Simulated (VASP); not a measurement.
A run of VASP 6.6.1 is set up as follows.

INCAR

```
PREC     = Accurate       # precision mode
ENCUT    = 520            # plane-wave cutoff, eV
EDIFF    = 1E-6           # SCF threshold, eV
ISMEAR   = 0              # smearing method
SIGMA    = 0.028999999999999998 # smearing width, eV
LREAL    = F              # projectors in reciprocal space
LASPH    = T              # aspherical terms in the spheres
NELM     = 100            # most SCF steps
ALGO     = Fast           # electronic algorithm
ISIF     = 2              # what is computed and relaxed
LWAVE    = F              # write WAVECAR
LCHARG   = T              # write CHGCAR
GGA      = PE             # functional
LELF     = T              # ELF
LVHAR    = T            
NBANDS   = 17             # bands
```

Contents of KPOINTS:

```
regular mesh
0
Gamma
  8 8 8
```

POSCAR

```
PbSe
1.0
    0.0000000000      3.0606500000      3.0606500000
    3.0606500000      0.0000000000      3.0606500000
    3.0606500000      3.0606500000      0.0000000000
Pb Se
1 1
Direct
    0.0000000000      0.0000000000      0.0000000000
    0.5000000000      0.5000000000      0.5000000000
```

Potentials or basis: VASP PAW PBE potentials, release 64 (Pb_d, Se).

Command:

```bash
$ cat potpaw_PBE.64/Pb_d/POTCAR potpaw_PBE.64/Se/POTCAR > POTCAR
$ mpirun -np 1 vasp_std > vasp.out
```

Problem. Predict the band gap on the k mesh.

Solution. 0.29 eV, direct.

Problem. What does it give for the pressure?

Solution. 2.4 GPa.

Caveat: spin-orbit coupling is left out, which as a rule narrows the gap of such compounds by several tenths of an eV.

**Experimental background.**

A printed reference work, monograph reports, for a bulk crystal of PbSe at 4.2 K: band gap 0.15 eV (direct).

A measured gap of PbSe is 0.15 eV (direct; 4.2 K; a printed reference work, monograph); the calculated 0.29 eV misses it by +0.14 eV. 2 values of this kind are on record (0.15 to 0.28 eV); this one was drawn at random. Spin-orbit coupling on Pb, Se is left out. The value is that of PBE on a finite k mesh, which can miss the band edges, without temperature or zero-point motion.
